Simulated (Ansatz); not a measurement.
## NaH (P6_3/mmc) at 3 levels of theory

One geometry, relaxed with PBE; plane waves with PAW potentials in Ansatz, scalar-relativistic. No spin polarisation. Gaps are the least over mesh and band path; pressure is positive in compression.

```cif
data_structure
_symmetry_space_group_name_H-M 'P 1'
_symmetry_Int_Tables_number 1
_cell_length_a 3.9728
_cell_length_b 3.9728
_cell_length_c 4.8778
_cell_angle_alpha 90.000
_cell_angle_beta 90.000
_cell_angle_gamma 120.000
_cell_volume 66.67
loop_
_atom_site_label
_atom_site_type_symbol
_atom_site_fract_x
_atom_site_fract_y
_atom_site_fract_z
_atom_site_occupancy
Na1 Na 0.33333 0.66667 0.25000 1
Na2 Na 0.66667 0.33333 0.75000 1
H1 H 0.33333 0.66667 0.75000 1
H2 H 0.66667 0.33333 0.25000 1
```

| level | cutoff (eV) | k mesh | gap (eV) | pressure (GPa) |
| --- | --- | --- | --- | --- |
| PBE | 420 | 6×6×6 | 3.34 | 0.0 |

Q: What comes out on the same cell with r2SCAN, PBEsol?

A:
```
 level  cutoff (eV)  k mesh  gap (eV)  pressure (GPa)
r2SCAN          500   6×6×6      3.68            -0.4
PBEsol          420   6×6×6      3.09            -0.5
```

The structure comes from a generated guess; another structure or a mixture of phases may lie lower.
